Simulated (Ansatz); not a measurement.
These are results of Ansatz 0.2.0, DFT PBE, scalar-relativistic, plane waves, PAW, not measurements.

Levels along Γ–X–M–Γ–R–X | R–M, in eV from a zero inside the gap, sorted by energy at each point. Points in fractions of the primitive reciprocal vectors: Γ (0.000 0.000 0.000), X (0.000 0.500 0.000), M (0.500 0.500 0.000), R (0.500 0.500 0.500).
```
point  k (1/Å, with 2π)  band 41  band 42  band 43  band 44  band 45  band 46  band 47
    Γ             0.000    -1.73    -0.24    -0.24    -0.24     0.24     1.07     1.07
    -             0.365    -1.73    -1.53    -0.38    -0.38     0.76     1.95     2.33
    X             0.731    -1.39    -1.39    -0.62    -0.62     1.95     1.95     3.99
    -             1.096    -1.44    -1.44    -0.76    -0.76     1.95     1.95     3.64
    M             1.462    -1.40    -1.40    -0.87    -0.87     1.65     1.65     3.54
    -             1.979    -1.67    -1.43    -0.79    -0.51     1.16     2.31     2.90
    Γ             2.495    -1.73    -0.24    -0.24    -0.24     0.24     1.07     1.07
    -             3.128    -1.66    -1.06    -1.06    -0.69     1.55     2.90     2.90
    R             3.761    -1.20    -0.79    -0.79    -0.79     2.23     2.23     2.23
    -             4.278    -1.46    -1.29    -0.91    -0.79     2.02     2.60     2.86
    X             4.795    -1.39    -1.39    -0.62    -0.62     1.95     1.95     3.99
    R             4.795    -1.20    -0.79    -0.79    -0.79     2.23     2.23     2.23
    -             5.160    -1.15    -1.15    -1.07    -0.81     1.54     3.03     3.03
    M             5.526    -1.40    -1.40    -0.87    -0.87     1.65     1.65     3.54
```

The cell has space group Pn-3m, 6 atoms and 88 electrons in the valence of the PAW potentials, and holds 2 elements, among them O; it is relaxed at this level.

Cutoff 420 eV, k mesh 8×8×8. No spin polarisation.

Task: Which material gives these bands?

Result: Cu2O, conventional cell a = 4.298 Å (cubic). Other compounds weren't ruled out.

It was relaxed from a cell as deposited in COD.
